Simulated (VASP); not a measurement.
The system is Ag.

```xyz
1
Lattice="0.0000 2.0427 2.0427 2.0427 0.0000 2.0427 2.0427 2.0427 0.0000" Properties=species:S:1:pos:R:3 pbc="T T T"
Ag    0.0000    0.0000    0.0000
```

```yaml
Program: VASP 6.6.1
Task: relaxation of cell and atoms
Functional: HSE06
Potentials_or_basis: VASP PAW PBE potentials, release 64 (Ag)
Cutoff: 600 eV
k_mesh: 6 × 6 × 6
Occupations: fermi-dirac, width 0.05 eV
Spin: no spin polarisation
```

At the start: pressure 4.6 GPa; volume 17.05 Å³/atom.

**Question.** Where does the relaxation end?

**Answer.** Over 3 steps the energy falls by 13.2 meV/atom and the volume is 18.02 Å³/atom (+5.7 %); space group Fm-3m (No. 225, to 0.05 Å).

Step by step:
```csv
step,energy change (eV),largest force (eV/Å),pressure (GPa),volume (Å³)
1,0.0000,0.0000,4.65,17.05
2,-0.0123,0.0000,-1.04,18.30
3,-0.0132,0.0000,0.04,18.02
```

Final structure:
```
Ag
1.0
     0.00000    2.08076    2.08076
     2.08076    0.00000    2.08076
     2.08076    2.08076    0.00000
Ag
1
Direct
  0.00000 0.00000 0.00000
```

Caveat: the k mesh is coarse (spacing up to 0.44 Å⁻¹), so the values aren't converged, least of all with exact exchange; the PAW data sets were made with another functional, which shifts forces and pressure a little.
